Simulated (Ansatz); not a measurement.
# KCl (Pm-3m) in Ansatz: band structure with HSE06

Aim: the band structure of KCl with HSE06.

All numbers are computed with Ansatz 0.2.0; they aren't measurements. Logs are shortened: lines on timing, memory, paths and dates and some standing lists are left out, and cuts for length are marked.

## Step 1: The structure

It takes space group Pm-3m (No. 221, cubic). The conventional cell has a = 3.839 Å, b = 3.839 Å, c = 3.839 Å, α = 90.00°, β = 90.00°, γ = 90.00°. K (site symmetry m-3m) is surrounded by 8 Cl at 3.32 Å. Around Cl (site symmetry m-3m) lie 8 K at 3.32 Å.

Measurements of this composition are mostly on another form, of space group No. 225.

## Step 2: Band structure, HSE06

input

```
crystal:
  lattice:
    - [3.839196, 0.0, 0.0]
    - [0.0, 3.839196, 0.0]
    - [0.0, 0.0, 3.839196]
  atoms:
    - { symbol: K, position: [0.0, 0.0, 0.0] }
    - { symbol: Cl, position: [0.5, 0.5, 0.5] }
hamiltonian:
  xc: hse06
  pseudopotentials: { kind: paw }
kpoints:
  mp_grid: { grid: [6, 6, 6] }
  band_path:
    path:
      - [[0.0, 0.0, 0.0], [0.0, 0.5, 0.0], [0.5, 0.5, 0.0], [0.0, 0.0, 0.0], [0.5, 0.5, 0.5], [0.0, 0.5, 0.0]]
      - [[0.5, 0.5, 0.0], [0.5, 0.5, 0.5]]
    npoints: 4
scf:
  occupations: { method: fermi_dirac, width: 0.05 }
  n_extra_bands: 6
output:
  forces: true
  stress: true
  eigenvalues: true
  fatbands: false
```

Potentials or basis: Ansatz PAW.

What it wrote:

```text
Warning: output.stress: scf.convergence.dr2_threshold = 1e-7 eV (the SCF's general default) is looser than the 2e-10 eV advised for a printed stress (1e-10 eV for each atom of the cell: 2). What an SCF threshold leaves in a stress goes as its square root, and in the free energy as the threshold itself, and one threshold admits the most on a small cell: of the crystals measured, under no hybrid functional and no lock of the moments, on runs that ended without the residual-converged pass, on stresses that held no estimate of that error, the worst erred by over 100 MPa in a component at 1e-7 eV an atom and by under 5 at 1e-10. Set scf.convergence.dr2_threshold to 2e-10 eV or tighter. The threshold is an SCF's pass mark: one that does not reach it within its budget of iterations ends unconverged, or closes short of it on a stop that the run arms, and scf.convergence.dr2_threshold's page says what that costs each kind of run
Warning: output.stress: scf.exx.energy_threshold = 1e-6 eV is looser than the 2e-8 eV advised for a stress under a hybrid functional (1e-8 eV for each atom of the cell: 2). Every SCF of the exchange loop can meet its threshold on dr2 while the loop round them stops early: no threshold on dr2 bounds what that leaves in the stress. Set scf.exx.energy_threshold to 2e-8 eV or tighter. The threshold is the loop's pass mark: a loop that does not reach it within its budget of cycles ends unconverged, and scf.exx.energy_threshold's page has the law
scf.n_extra_bands = 6 over 8 filled bands (N_el = 16.0): the run solves 14 bands
GPUs: using 1 of 1 available (devices: 1).
Engine: ansatz 0.2.0, x86_64-unknown-linux-gnu
Pseudopotentials: kind: paw
Pseudopotential: K, paw, valence charge 9, recommended cutoff 420 eV (normal), K.paw.azcp
Pseudopotential: Cl, paw, valence charge 7, recommended cutoff 420 eV (normal), Cl.paw.azcp
Functional definition: HSE06
  parameter a = 0.25
  parameter omega = 0.11/bohr
  exchange = pbe_x - a*pbe_x_sr(omega) + a*exact_x_sr(omega)
  correlation = pbe_c
device memory: the entry about to start is reckoned to put 0.5 GiB on a device that reports 51.9 GiB free (of which the cap on the GPU budget leaves the run 18.0 GiB)
GPU FFT provider: cuFFT
GPU libraries: cuBLAS 13.8.2, cuFFT 12.4.0, cuSOLVER 12.3.4
Crystal: 2 atoms, lattice volume = 56.588 Å³
Basis set: ecut = 420 eV, 1141 PW (Γ), exchange–correlation on 54×54×54 points (8 copies of the dense FFT grid, shifted against one another)
Bands: 14, of which v1, the nominal top of the filled ones, is band 8 counted from 1 (7 counted from 0)
Symmetry: 48 space group operations
Space group: Pm-3m (ITA 221), of the structure as read, at distance tolerance 3.8e-5 Å
k-points: 20 of 216
Non-local potential: K, projectors of the file, l = 0: 3, l = 1: 2, l = 2: 2
Non-local potential: Cl, projectors of the file, l = 0: 2, l = 1: 2, l = 2: 2
PAW form: soft (Blöchl's): semilocal exchange-correlation on the pseudo side does not see the compensation charge
PAW frozen core: K, regenerated for the run's functional, and the local potential with it (the file was generated under x = pbe(κ = 0.804, μ = 0.2195149727645171), c = pbe(β = 0.06672455060314922))
PAW frozen core: Cl, regenerated for the run's functional, and the local potential with it (the file was generated under x = pbe(κ = 0.804, μ = 0.2195149727645171), c = pbe(β = 0.06672455060314922))
PAW one-centre angular grid: K, 110 points (default); XC on 64 Gauss nodes
PAW one-centre angular grid: Cl, 110 points (default); XC on 64 Gauss nodes
Initial density: superposition of atomic densities (neutral atoms: chi_scale 0, normalization atom), corrected by the library's trained network
Initial wavefunctions: pseudopotential atomic-orbital guess
GPU buffer pool allocated for 19683 grid points (all kernels)
GPU transforms: local potential and band sums: pruned to the plane-wave sphere, on 25×25×25
Functional: x = pbe(κ = 0.804, μ = 0.2195149727645171), c = pbe(β = 0.06672455060314922), warm-up for x = pbe(κ = 0.804, μ = 0.2195149727645171) + 0.25 (exact − pbe) at short range (hse, ω = 0.20786987370883472 Å⁻¹), c = pbe(β = 0.06672455060314922); HSE06 as pw.x's `hse` composes it (authors' and Libxc's form: `xc: wpbeh`)
SCF iter   1: F=—  HF=-2621.068986 eV  |F-HF|=—  |Δ(HF+E_count)|=         —  Δρ=9.56e-4  dr2=7.15e-4  ethr=1.77e-3  ⟨swp⟩=2.0  Hψ=2140  notcnv=0
preconditioner: auto → none  [insulator: Δε(μ)=4.775 eV  Ē_g=15.875 eV  σ=0.050 eV  W_gap=1.00  n_scr=6 (ndim 8)  ℏωp=18.5 eV  f_vac=0.011  D(μ)=0.00/eV (n_scr^D=0)]
iter 2 solved again at ethr=1.17e-7 eV; its pass at ethr=4.47e-6 eV (dr2=1.88e-5 eV) is discarded
SCF iter   2: F=-2621.068761 eV  HF=-2621.068766 eV  |F-HF|=4.51e-6  |Δ(HF+E_count)|=   2.21e-4  Δρ=1.86e-4  dr2=1.84e-5  ethr=1.17e-7  ⟨swp⟩=2.4  Hψ=1007  notcnv=0
SCF 1 stopped early in 2 iterations: F = -2621.068761 eV  dr2 = 1.84e-5
device memory: the entry about to start is reckoned to put 1.1 GiB on a device that reports 59.9 GiB free (of which the cap on the GPU budget leaves the run 18.0 GiB)
GPU FFT provider: cuFFT
GPU libraries: cuBLAS 13.8.2, cuFFT 12.4.0, cuSOLVER 12.3.4
Initial density: handed on by an earlier stage of this run
Initial wavefunctions: those handed on with the density
GPU buffer pool allocated for 19683 grid points (all kernels)
GPU transforms: local potential and band sums: pruned to the plane-wave sphere, on 25×25×25
Functional: x = pbe(κ = 0.804, μ = 0.2195149727645171) + 0.25 (exact − pbe) at short range (hse, ω = 0.20786987370883472 Å⁻¹), c = pbe(β = 0.06672455060314922); HSE06 as pw.x's `hse` composes it (authors' and Libxc's form: `xc: wpbeh`)
Exchange kernel: α = 0.2500, screened, ω = 0.2079 Å⁻¹, Wigner–Seitz truncation, v(0) = 1046.6509 eV·Å³, q-mesh 6×6×6, nearest image of the exchange supercell L = 23.04 Å, pair-density grid 18×18×18, without the augmentation charges, whose exchange is taken in its separable form by FFT convolution over the k-point mesh (sized by the pseudopotential files, 25×25×25 at the most), smooth part of the exact exchange by density-matrix convolution in up to 3.23 GiB of GPU memory as planned if the GPU has room (build and FFT work areas not counted)
Frozen-core exchange: fock
SCF iter   1: F=—  HF=-2622.737938 eV  |F-HF|=—  |Δ(HF+E_count)|=         —  Δρ=2.77e-3  dr2=3.67e-3  ethr=1.15e-6  ⟨swp⟩=9.4  Hψ=1638  notcnv=0
preconditioner: auto → none  [insulator: Δε(μ)=6.130 eV  Ē_g=17.998 eV  σ=0.050 eV  W_gap=1.00  n_scr=6 (ndim 8)  ℏωp=18.5 eV  f_vac=0.011  D(μ)=0.00/eV (n_scr^D=0)]
SCF iter   2: F=—  HF=-2622.736851 eV  |F-HF|=—  |Δ(HF+E_count)|=   1.09e-3  Δρ=1.29e-3  dr2=6.47e-4  ethr=1.15e-6  ⟨swp⟩=3.1  Hψ=618  notcnv=0
SCF iter   3: F=—  HF=-2622.738150 eV  |F-HF|=—  |Δ(HF+E_count)|=   1.30e-3  Δρ=4.07e-4  dr2=1.19e-4  ethr=1.15e-6  ⟨swp⟩=4.0  Hψ=678  notcnv=0  defer=1
SCF iter   4: F=—  HF=-2622.738119 eV  |F-HF|=—  |Δ(HF+E_count)|=   3.13e-5  Δρ=3.97e-5  dr2=1.83e-6  ethr=6.90e-7  ⟨swp⟩=2.7  Hψ=481  notcnv=0
SCF iter   5: F=-2622.738127 eV  HF=-2622.738127 eV  |F-HF|=3.90e-8  |Δ(HF+E_count)|=   8.45e-6  Δρ=1.91e-5  dr2=3.32e-7  ethr=5.13e-9  ⟨swp⟩=4.8  Hψ=954  notcnv=0  defer=1
SCF 2 stopped early in 5 iterations: F = -2622.738127 eV  dr2 = 3.32e-7
hybrid outer 1: dexx = +1.552e-3 eV, tail = 4.01e-6 eV
GPU FFT provider: cuFFT
GPU libraries: cuBLAS 13.8.2, cuFFT 12.4.0, cuSOLVER 12.3.4
GPU buffer pool allocated for 19683 grid points (all kernels)
GPU transforms: local potential and band sums: pruned to the plane-wave sphere, on 25×25×25
Exchange kernel: α = 0.2500, screened, ω = 0.2079 Å⁻¹, Wigner–Seitz truncation, v(0) = 1046.6509 eV·Å³, q-mesh 6×6×6, nearest image of the exchange supercell L = 23.04 Å, pair-density grid 18×18×18, without the augmentation charges, whose exchange is taken in its separable form by FFT convolution over the k-point mesh (sized by the pseudopotential files, 25×25×25 at the most), smooth part of the exact exchange by density-matrix convolution in up to 3.23 GiB of GPU memory as planned if the GPU has room (build and FFT work areas not counted)
Frozen-core exchange: fock
SCF iter   1: F=—  HF=-2622.738144 eV  |F-HF|=—  |Δ(HF+E_count)|=         —  Δρ=3.06e-5  dr2=1.54e-7  ethr=1.25e-7  ⟨swp⟩=4.7  Hψ=745  notcnv=0
preconditioner: auto → none  [insulator: Δε(μ)=6.116 eV  Ē_g=17.995 eV  σ=0.050 eV  W_gap=1.00  n_scr=6 (ndim 8)  ℏωp=18.5 eV  f_vac=0.013  D(μ)=0.00/eV (n_scr^D=0)]
SCF iter   2: F=—  HF=-2622.738144 eV  |F-HF|=—  |Δ(HF+E_count)|=   2.90e-8  Δρ=1.37e-5  dr2=2.73e-8  ethr=7.67e-10  ⟨swp⟩=3.0  Hψ=487  notcnv=0
SCF iter   3: F=-2622.738144 eV  HF=-2622.738144 eV  |F-HF|=3.13e-10  |Δ(HF+E_count)|=   6.65e-9  Δρ=1.26e-6  dr2=3.18e-9  ethr=1.54e-10  ⟨swp⟩=3.2  Hψ=503  notcnv=0
SCF 3 converged in 3 iterations: F = -2622.738144 eV  dr2 = 3.18e-9
  Residual-converged pass: ⟨swp⟩=3.0  Hψ=522  notcnv=0  max |occ|·‖R‖ = 2.3e-6 eV (tolerance 2.4e-6 eV)  dr2=3.22e-9  dr2_onsite=6.78e-11  max |Δocc| = 0.0e0
hybrid outer 2: dexx = +5.455e-8 eV, tail = 8.60e-9 eV, Δε = 1.73e-3 eV (about 8.62e-5 eV left of the loop's levels)
device memory: the entry about to start is reckoned to put 0.3 GiB on a device that reports 37.8 GiB free (of which the cap on the GPU budget leaves the run 18.0 GiB)
NSCF: frozen V_eff on 26 k-points, pencils in batches of 32, up to order 64
hybrid SCF converged: 2 outer / 8 inner (+2 warm-up), last move |dexx| = 5.46e-8 eV, tail = 8.60e-9 eV
Stability not checked: this state was not tested for a lower state beside it, because the functional holds exact exchange (a hybrid, or Hartree-Fock), whose exchange loop this test does not read (fock_operator; see scf.lower_state_search)
Free energy (F): -2622.738144 eV
Frozen-core exchange: fock
Harris-Foulkes:  -2622.738144 eV  (|F-HF|=3.13e-10)
Internal energy: -2622.738144 eV  (E = F + TS)
E sigma→0 (E₀):  -2622.738144 eV
Fermi energy:    4.303324 eV
--- Per-component energies (eV) ---
  E_band       = -146.934893
  E_kinetic    = 415.667751
  E_local      = -760.715623  (includes V_loc(G=0)·N_el)
  E_nonlocal   = 40.850220
  E_hartree    = 248.779279
  E_xc         = -194.622056
  E_vxc        = -228.817984  (∫ρ·V_xc dr)
  E_exx        = -39.430538  (= α·E_x^exact, valence–valence)
  E_paw        = -1451.803539  (= ΣΔE_a)
  E_vpaw       = -32.616130  (= ΣTr[D̂ρ^β])
  E_aug_tail   = 0.000086  (compensation charges beyond the density's cutoff)
  E_ewald      = -881.211446
  E_core_change = -0.252277  (= ΣΔE_core)
  E_smearing   = -0.000000  (= −TS)
  E_closure    = -0.000000  (closes the sum)
  Σ components = -2622.738144   (vs F -2622.738144, Δ=0.00e0)
--- Forces (eV/Å), atoms counted from 1 ---
  atom   1  K     -0.00000000    -0.00000000     0.00000000
  atom   2  Cl     0.00000000    -0.00000000    -0.00000000
  max |Σ_I F_I| component: 1.01e-27 eV/Å
--- Stress (GPa, compression-positive) ---
       -0.460099       0.000000       0.000000
        0.000000      -0.460099       0.000000
       -0.000000       0.000000      -0.460099
  P = ⅓ Tr σ = -0.4601 GPa (-4.601 kbar)
--- Band table (eV; the first three rows and the last of 20) ---
  k-point 0: bands = ["-28.9605", "-12.5612", "-10.9936", "-10.9936", "-10.9936", "0.9688", "0.9688", "0.9688", "7.3029", "9.1789", "9.1789", "13.6386", "13.6386", "13.6386"]
  k-point 1: bands = ["-28.9556", "-12.5887", "-10.9854", "-10.9854", "-10.9715", "0.4807", "0.9693", "0.9693", "7.9249", "9.4203", "9.7383", "13.5242", "13.5242", "13.7823"]
  k-point 2: bands = ["-28.9457", "-12.6486", "-10.9690", "-10.9690", "-10.9177", "-0.3219", "0.9695", "0.9695", "9.2415", "10.0897", "10.7798", "13.4326", "13.4326", "13.6794"]
  k-point 19: bands = ["-28.9051", "-12.1247", "-11.1629", "-11.1629", "-11.1629", "-0.2071", "-0.2071", "-0.2071", "11.3428", "11.3428", "11.3428", "12.8302", "12.8302", "12.8302"]
```

Run time: 40 s. Hardware: 1 × NVIDIA H100 80GB HBM3 with 2 threads of AMD EPYC 7R13 (Zen 3), shared host; peak memory 2.2 GiB.

What came out:

| Item | Value |
| --- | --- |
| Free energy | -2622.7381 eV |
| Pressure | -0.5 GPa |
| Band gap on the k mesh | 6.12 eV, indirect (least direct gap 6.33 eV) |
| Band gap along the path | 6.12 eV, indirect (least direct gap 6.33 eV) |

Levels at the corners of the path, in eV from the valence-band top:
```
point  band 5  band 6  band 7  band 8  band 9  band 10  band 11  band 12
    Γ  -12.18   -0.22   -0.22   -0.22    6.12     7.99     7.99    12.45
    X  -12.07   -1.86   -0.22   -0.22    9.07     9.50     9.76    11.48
    M  -12.12   -1.28   -1.28    0.00    7.55     8.78    10.57    10.57
    Γ  -12.18   -0.22   -0.22   -0.22    6.12     7.99     7.99    12.45
    R  -12.35   -1.39   -1.39   -1.39   10.16    10.16    10.16    11.64
    X  -12.07   -1.86   -0.22   -0.22    9.07     9.50     9.76    11.48
    M  -12.12   -1.28   -1.28    0.00    7.55     8.78    10.57    10.57
    R  -12.35   -1.39   -1.39   -1.39   10.16    10.16    10.16    11.64
```

Caveat: the PAW data sets come from PBE, with cores solved anew for the run's functional, which leaves a small shift of forces and pressure; the thresholds are loose for stress.
